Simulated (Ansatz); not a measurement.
Sr:

```xyz
1
Lattice="-2.4350 2.4350 2.4350 2.4350 -2.4350 2.4350 2.4350 2.4350 -2.4350" Properties=species:S:1:pos:R:3 pbc="T T T"
Sr    0.0000    0.0000    0.0000
```

This isn't the form of Sr at room conditions, which is fcc.

Program: Ansatz 0.2.0. Alike in all runs: cell as given. Hardware: 1 thread of Arm Neoverse V2, on a shared host.

Task: Order these runs on this cell by their wall time, lowest first.
A. task single point; level PBE0; potentials or basis Ansatz PAW; spin SOC, no magnetisation; k mesh 5 × 5 × 5; cutoff (eV) 450; smearing fermi-dirac 0.05 eV; other keys scf.initial_density.chi_scale = 0.1; basis.ecutwfc = 33.1 Ry; mesh quality coarse
B. task single point; level m-r2SCAN; potentials or basis Ansatz PAW; spin non-collinear, ferromagnetic start, SOC; k mesh 8 × 8 × 8; cutoff (eV) 500; smearing fermi-dirac 0.15 eV; other keys kpoints.mp_grid.shift = [0.5, 0.5, 0.5]; mesh quality not flagged
C. task band structure; level exchange-only PBE; potentials or basis PseudoDojo standard (PBE files); spin collinear, ferromagnetic start; k mesh 8 × 8 × 8; cutoff (eV) 925; smearing fermi-dirac 0.05 eV; points for each segment of the path 14; mesh quality not flagged

Result: C (14 s), A (110 s), B (220 s).

Caveats: some runs use coarse meshes; the cell was measured hot, at 901 K; the starting moments weren't kept (some runs).
